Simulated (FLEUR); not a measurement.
# Pd (Im-3m) in FLEUR: convergence with k mesh

Aim: find how far k mesh must go before the results for Pd settle, at PBE. This setting moves, with any that are tied to it; all else stays.

All numbers are computed with FLEUR MaX-R8.1 (later development tree); they aren't measurements. Logs are shortened: lines on timing, memory, paths and dates and some standing lists are left out, and cuts for length are marked.

## Step 1: The crystal as given

The structure is cubic, space group Im-3m (No. 229). The conventional cell has a = 3.145 Å, b = 3.145 Å, c = 3.145 Å, α = 90.00°, β = 90.00°, γ = 90.00°. Around Pd (site symmetry m-3m) lie 8 Pd at 2.72 Å.

This isn't the form of Pd at room conditions, which is fcc.

## Step 2: With k mesh 3 × 3 × 3

inp.xml

```xml
<?xml version="1.0" encoding="UTF-8" standalone="no"?>
<fleurInput fleurInputVersion="0.39">
   <comment>
      Pd                                                                                                  
   </comment>
   <calculationSetup>
      <cutoffs Kmax="4.12" Gmax="12.8" GmaxXC="12.8" numbands="0"/>
      <scfLoop itmax="60" minDistance="0.00001" maxIterBroyd="15" imix="Anderson" alpha="0.05" precondParam="0.0" spinf="2.0" sdNocoIR="T"/>
      <coreElectrons ctail="T" frcor="F" kcrel="0" coretail_lmax="0"/>
      <xcFunctional name="pbe" relativisticCorrections="F"/>
      <magnetism jspins="1"/>
      <soc l_soc="F" theta="0.0" phi="0.0" spav="F"/>
      <expertModes spex="0" secvar="F"/>
      <geometryOptimization l_f="T" forcealpha="1.0" forcemix="BFGS" epsdisp="0.0005" epsforce="0.0002"/>
      <ldaU l_linMix="F" mixParam="0.05" spinf="1.0"/>
   </calculationSetup>
   <cell>
      <bzIntegration valenceElectrons="18.0" mode="hist" fermiSmearingEnergy="0.00183747">
         <kPointListSelection listName="default-1"/>
         <!-- k-points included here -->
         <xi:include xmlns:xi="http://www.w3.org/2001/XInclude" href="kpts.xml"> </xi:include>
      </bzIntegration>
      <!-- symmetry operations included here -->
      <xi:include xmlns:xi="http://www.w3.org/2001/XInclude" href="sym.xml"> </xi:include>
      <bulkLattice scale="1.0">
         <bravaisMatrix>
            <row-1>   -2.9711804809122127     2.9711804809122127     2.9711804809122127</row-1>
            <row-2>    2.9711804809122127    -2.9711804809122127     2.9711804809122127</row-2>
            <row-3>    2.9711804809122127     2.9711804809122127    -2.9711804809122127</row-3>
         </bravaisMatrix>
      </bulkLattice>
   </cell>
   <atomSpecies>
      <species name="Palladium (Pd)" element="Pd" atomicNumber="46">
         <mtSphere radius="2.38" gridPoints="787" logIncrement="0.016"/>
         <atomicCutoffs lmax="10" lnonsphr="10"/>
         <electronConfig flipSpins="F">
            <coreConfig>(1s1/2) (2s1/2) (2p1/2) (2p3/2) (3s1/2) (3p1/2) (3p3/2) (3d3/2) (3d5/2)</coreConfig>
            <valenceConfig>(4s1/2) (4p1/2) (4p3/2) (5s1/2) (4d3/2) (4d5/2)</valenceConfig>
            <stateOccupation state="(5s1/2)" spinUp="0.500000" spinDown="0.500000"/>
            <stateOccupation state="(4d3/2)" spinUp="1.800000" spinDown="1.800000"/>
            <stateOccupation state="(4d5/2)" spinUp="2.700000" spinDown="2.700000"/>
         </electronConfig>
         <energyParameters s="5" p="5" d="4" f="4"/>
         <lo type="SCLO" l="0" n="4" eDeriv="0"/>
         <lo type="SCLO" l="1" n="4" eDeriv="0"/>
         <lo type="SCLO" l="1" n="4" eDeriv="1"/>
         <lo type="SCLO" l="2" n="4" eDeriv="2"/>
         <lo type="SCLO" l="3" n="4" eDeriv="2"/>
      </species>
   </atomSpecies>
   <atomGroups>
      <atomGroup species="Palladium (Pd)">
         <relPos label="                   1">.0000000000 .0000000000 .0000000000</relPos>
         <force calculate="T" relaxXYZ="TTT"/>
      </atomGroup>
   </atomGroups>
   <output dos="F" band="F" slice="F">
      <checks vchk="F" cdinf="F"/>
      <bandDOS minEnergy="-.5*Htr" maxEnergy="0.5*Htr" sigma="0.015" storeEVData="T"/>
      <vacuumDOS vacdos="F" integ="F" star="F" nstars="0" locx1="0.0" locy1="0.0" locx2="0.0" locy2="0.0" nstm="0" tworkf="0.0"/>
      <unfoldingBand unfoldBand="F" supercellX="1" supercellY="1" supercellZ="1"/>
      <plotting iplot="0" polar="F">
         <plot TwoD="T" vec1="  1.0  0.0  0.0" vec2="  0.0  1.0  0.0" vec3="  0.0  0.0  1.0" zero="  0.0  0.0  0.0" file="plot"/>
      </plotting>
      <chargeDensitySlicing numkpt="0" minEigenval="0.0" maxEigenval="0.0" nnne="0" pallst="F"/>
      <specialOutput eonly="F"/>
      <moessbauerParams electricFieldGradient="T" isomerShift="T" coreHyperfine="T" valenceHyperfine="T"/>
      <magneticCircularDichroism mcd="F" energyLo="-10.0" energyUp="0.0"/>
   </output>
  <!-- We include the file relax.xml here to enable relaxations (see documentation) -->
  <xi:include xmlns:xi="http://www.w3.org/2001/XInclude" href="relax.xml"> <xi:fallback/> </xi:include>
</fleurInput>
```

crystal.txt

```
Pd
&input cartesian=F /
-1.5722810000  1.5722810000  1.5722810000
1.5722810000  -1.5722810000  1.5722810000
1.5722810000  1.5722810000  -1.5722810000
1.8897261246
1.0 1.0 1.0

1
46 0.0000000000  0.0000000000  0.0000000000

&kpt div1=3 div2=3 div3=3 gamma=T /
```

Potentials or basis: all-electron, FLAPW.

Command:

```bash
$ inpgen -f crystal.txt -profile fastHighL
$ # inp.xml edited to the form shown
$ fleur_MPI
```

Output:

```text
Welcome to FLEUR        (www.flapw.de)
      MaX-Release 8.1          (www.max-centre.eu)

 ========== k-point set info ==========
 Selected k-point list: default-1
 k-point list type: mesh
 3 x 3 x 3
 Number of k points: 4

 ------------Calculation Setup---------------------------
 Number of MPI-tasks      :            1
 Number of PE/node        :            1
 Number of OMP-threads    :            1
 Most efficient MPI parallelization for:
           1           2           4
 Additional eigenvalue parallelization possible
 Number of basis functions:          170
 Approximate size of matrices (H+S) per k-point:         0.000 GB
 --------------------------------------------------------
 Iteration:     1   Distance:      16.13154943 me/bohr^3
 Iteration:     2   Distance:      14.36968211 me/bohr^3
 Iteration:     3   Distance:       6.62547193 me/bohr^3
 Iteration:     4   Distance:       1.04241718 me/bohr^3
 Iteration:     5   Distance:       0.87266227 me/bohr^3
 Iteration:     6   Distance:       0.09193035 me/bohr^3
 Iteration:     7   Distance:       0.14856565 me/bohr^3
 Iteration:     8   Distance:       0.00682458 me/bohr^3
 Iteration:     9   Distance:       0.00499108 me/bohr^3
 Iteration:    10   Distance:       0.00027965 me/bohr^3
 Iteration:    11   Distance:       0.00027504 me/bohr^3
 Iteration:    12   Distance:       0.00002847 me/bohr^3
 Iteration:    13   Distance:       0.00000209 me/bohr^3

 ********************************************************************
 Run finished successfully
 Stop message:
   Structural relaxation: Done
 ********************************************************************
```

out.xml (last iteration):

```text
<iteration numberForCurrentRun="   14" overallNumber="   14">
         <energyParameters units="Htr">
            <atomicEP atomType="1" spin="1" branch="5s" branchLowest="-2.71" branchHighest="2.02" value="0.2899711609"/>
            <atomicEP atomType="1" spin="1" branch="5p" branchLowest="-1.42" branchHighest="2.74" value="0.4254712391"/>
            <atomicEP atomType="1" spin="1" branch="4d" branchLowest="-11.55" branchHighest="0.50" value="0.2938243780"/>
            <atomicEP atomType="1" spin="1" branch="4f" branchLowest="-9.99" branchHighest="2.49" value="0.7225502936"/>
            <loAtomicEP atomType="1" spin="1" branch="4s" branchLowest="-22.95" branchHighest="-2.71" value="-2.7179286756"/>
            <loAtomicEP atomType="1" spin="1" branch="4p" branchLowest="-18.54" branchHighest="-1.42" value="-1.4616712177"/>
            <loAtomicEP atomType="1" spin="1" branch="4p" branchLowest="-18.54" branchHighest="-1.42" value="-1.4616712177"/>
            <loAtomicEP atomType="1" spin="1" branch="4d" branchLowest="-11.55" branchHighest="0.50" value="0.2884696198"/>
            <loAtomicEP atomType="1" spin="1" branch="4f" branchLowest="-9.99" branchHighest="2.49" value="0.7225521043"/>
         </energyParameters>
         <eigenvalues>
            <eigenvaluesAt spin="1" ikpt="1" k_x="0.00000000" k_y="0.00000000" k_z="0.00000000">
                      -2.7195634654       -1.4518781345       -1.4518781345       -1.4518781345        0.1322146359
                       0.2698664373        0.2698664373        0.2698664373        0.3379799376        0.3379799376
                       1.0813347986        1.0813347986        1.0813347986        1.3807367304        1.3807367304
            </eigenvaluesAt>
            <eigenvaluesAt spin="1" ikpt="2" k_x="0.00000000" k_y="0.00000000" k_z="0.33333333">
[... 53 lines left out ...]
               0.00000 0.00000 0.00000
            </electricFieldGradient>
         </moessbauerParams>
         <totalEnergy                                    value="    -5047.0191397435" units="Htr">
            <sumOfEigenvalues                            value="    -3011.9634273927">
               <coreElectrons value="-3000.6564976378"/>
               <valenceElectrons value="-11.3069297548"/>
            </sumOfEigenvalues>
            <densityCoulombPotentialIntegral value="-8095.1002070676"/>
            <densityEffectivePotentialIntegral value="-8283.1462535933"/>
            <chargeDenXCDenIntegral value="-144.1672672219"/>
            <FockExchangeEnergyValence value="0.0000000000"/>
            <FockExchangeEnergyCore value="0.0000000000"/>
            <atomTypeDependentContributions atomType="1">
               <electronNucleiInteractionDifferentMTs value="6102.0813696310"/>
               <MadelungTerm value="-24.4032255573"/>
            </atomTypeDependentContributions>
            <tkbTimesEntropy value="0.0017715589"/>
            <freeEnergy value="-5047.0209113025"/>
            <extrapolationTo0K value="-5047.0200255230"/>
         </totalEnergy>
         <totalForcesOnRepresentativeAtoms units="Htr/bohr">
            <forceTotal atomType="1" x="0.000000" y="0.000000" z="0.000000" F_x="0.00000000" F_y="0.00000000" F_z="0.00000000"/>
         </totalForcesOnRepresentativeAtoms>
      </iteration>
```

Wall time 5 s (1 thread of Arm Neoverse V2, shared host); peak memory 0.06 GiB.

What came out:

- Free energy: -137336.4354 eV
- Band gap on the k mesh: none (metal or under the smearing width)
- Valence electrons inside the program's atomic spheres: Pd 16.41 (radii Pd 2.38 bohr)

## Step 3: With k mesh 5 × 5 × 5

inp.xml is that of step 2.

crystal.txt: that of step 2 with these lines changed.

```diff
@@ -11,2 +11,2 @@
 
-&kpt div1=3 div2=3 div3=3 gamma=T /
+&kpt div1=5 div2=5 div3=5 gamma=T /
```

Potentials or basis: all-electron, FLAPW.

Command:

```bash
$ inpgen -f crystal.txt -profile fastHighL
$ # inp.xml edited to the form shown
$ fleur_MPI
```

It took 7.4 s on 1 thread of Arm Neoverse V2, shared host; peak memory 0.06 GiB.

Results:

| Item | Value |
| --- | --- |
| Free energy | -137337.0355 eV |
| Band gap on the k mesh | none (metal or under the smearing width) |
| Valence electrons inside the program's atomic spheres | Pd 16.49 (radii Pd 2.38 bohr) |

## Step 4: With k mesh 7 × 7 × 7

inp.xml is that of step 3.

crystal.txt: that of step 3 with these lines changed.

```diff
@@ -11,2 +11,2 @@
 
-&kpt div1=5 div2=5 div3=5 gamma=T /
+&kpt div1=7 div2=7 div3=7 gamma=T /
```

Command:

```bash
$ inpgen -f crystal.txt -profile fastHighL
$ # inp.xml edited to the form shown
$ fleur_MPI
```

Wall time 9.7 s (1 thread of Arm Neoverse V2, shared host); peak memory 0.06 GiB.

What came out:

```yaml
Free_energy: -137337.1922 eV
Band_gap_on_the_k_mesh: none (metal or under the smearing width)
Valence_electrons_inside_the_program's_atomic_spheres: Pd 16.48 (radii Pd 2.38 bohr)
```

## Step 5: With k mesh 8 × 8 × 8

inp.xml is that of step 4.

crystal.txt: that of step 4 with these lines changed.

```diff
@@ -11,2 +11,2 @@
 
-&kpt div1=7 div2=7 div3=7 gamma=T /
+&kpt div1=8 div2=8 div3=8 gamma=T /
```

Command:

```bash
$ inpgen -f crystal.txt -profile fastHighL
$ # inp.xml edited to the form shown
$ fleur_MPI
```

Run time: 12 s. Hardware: 1 thread of Arm Neoverse V2, shared host; peak memory 0.06 GiB.

Results:

- Free energy: -137337.1654 eV
- Band gap on the k mesh: none (metal or under the smearing width)
- Valence electrons inside the program's atomic spheres: Pd 16.48 (radii Pd 2.38 bohr)

## Step 6: With k mesh 10 × 10 × 10

inp.xml is that of step 5.

crystal.txt: that of step 5 with these lines changed.

```diff
@@ -11,2 +11,2 @@
 
-&kpt div1=8 div2=8 div3=8 gamma=T /
+&kpt div1=10 div2=10 div3=10 gamma=T /
```

Potentials or basis: all-electron, FLAPW.

Command:

```bash
$ inpgen -f crystal.txt -profile fastHighL
$ # inp.xml edited to the form shown
$ fleur_MPI
```

Run time: 17 s. Hardware: 1 thread of Arm Neoverse V2, shared host; peak memory 0.06 GiB.

What came out:

| Item | Value |
| --- | --- |
| Free energy | -137337.1874 eV |
| Band gap on the k mesh | none (metal or under the smearing width) |
| Valence electrons inside the program's atomic spheres | Pd 16.48 (radii Pd 2.38 bohr) |

## Step 7: With k mesh 12 × 12 × 12

inp.xml is that of step 6.

crystal.txt: that of step 6 with these lines changed.

```diff
@@ -11,2 +11,2 @@
 
-&kpt div1=10 div2=10 div3=10 gamma=T /
+&kpt div1=12 div2=12 div3=12 gamma=T /
```

Command:

```bash
$ inpgen -f crystal.txt -profile fastHighL
$ # inp.xml edited to the form shown
$ fleur_MPI
```

It took 23 s on 1 thread of Arm Neoverse V2, shared host; peak memory 0.06 GiB.

Results:

```
Free energy                                           : -137337.1885 eV
Band gap on the k mesh                                : none (metal or under the smearing width)
Valence electrons inside the program's atomic spheres : Pd 16.48 (radii Pd 2.38 bohr)
```

## Step 8: With k mesh 15 × 15 × 15

inp.xml is that of step 7.

crystal.txt: that of step 7 with these lines changed.

```diff
@@ -11,2 +11,2 @@
 
-&kpt div1=12 div2=12 div3=12 gamma=T /
+&kpt div1=15 div2=15 div3=15 gamma=T /
```

Command:

```bash
$ inpgen -f crystal.txt -profile fastHighL
$ # inp.xml edited to the form shown
$ fleur_MPI
```

Wall time 39 s (1 thread of Arm Neoverse V2, shared host); peak memory 0.06 GiB.

Results:

| Item | Value |
| --- | --- |
| Free energy | -137337.1887 eV |
| Band gap on the k mesh | none (metal or under the smearing width) |
| Valence electrons inside the program's atomic spheres | Pd 16.48 (radii Pd 2.38 bohr) |

## Step 9: With k mesh 18 × 18 × 18

inp.xml is that of step 8.

crystal.txt: that of step 8 with these lines changed.

```diff
@@ -11,2 +11,2 @@
 
-&kpt div1=15 div2=15 div3=15 gamma=T /
+&kpt div1=18 div2=18 div3=18 gamma=T /
```

Potentials or basis: all-electron, FLAPW.

Command:

```bash
$ inpgen -f crystal.txt -profile fastHighL
$ # inp.xml edited to the form shown
$ fleur_MPI
```

Run time: 56 s. Hardware: 1 thread of Arm Neoverse V2, shared host; peak memory 0.06 GiB.

What came out:

- Free energy: -137337.1881 eV
- Band gap on the k mesh: none (metal or under the smearing width)
- Valence electrons inside the program's atomic spheres: Pd 16.48 (radii Pd 2.38 bohr)

## Step 10: Summary

| k mesh | energy less the tightest run, at zero smearing (meV/atom) | SCF cycles | CPU time (s) | peak memory (GiB) |
| --- | --- | --- | --- | --- |
| 3 × 3 × 3 | 771.54 | 14 | 5 | 0.06 |
| 5 × 5 × 5 | 159.23 | 16 | 7.4 | 0.06 |
| 7 × 7 × 7 | -1.50 | 15 | 9.6 | 0.06 |
| 8 × 8 × 8 | 24.44 | 14 | 12 | 0.06 |
| 10 × 10 × 10 | 1.35 | 15 | 17 | 0.06 |
| 12 × 12 × 12 | -0.45 | 14 | 23 | 0.06 |
| 15 × 15 × 15 | -0.43 | 15 | 39 | 0.06 |
| 18 × 18 × 18 | 0.00 | 14 | 56 | 0.06 |

Against the tightest run, the energy stays within 1 meV/atom from 12 × 12 × 12 on. Meshes of other sizes hit other points, so gaps and Fermi surfaces needn't settle smoothly. The tightest run that finished is the yardstick and may itself not be fully converged.
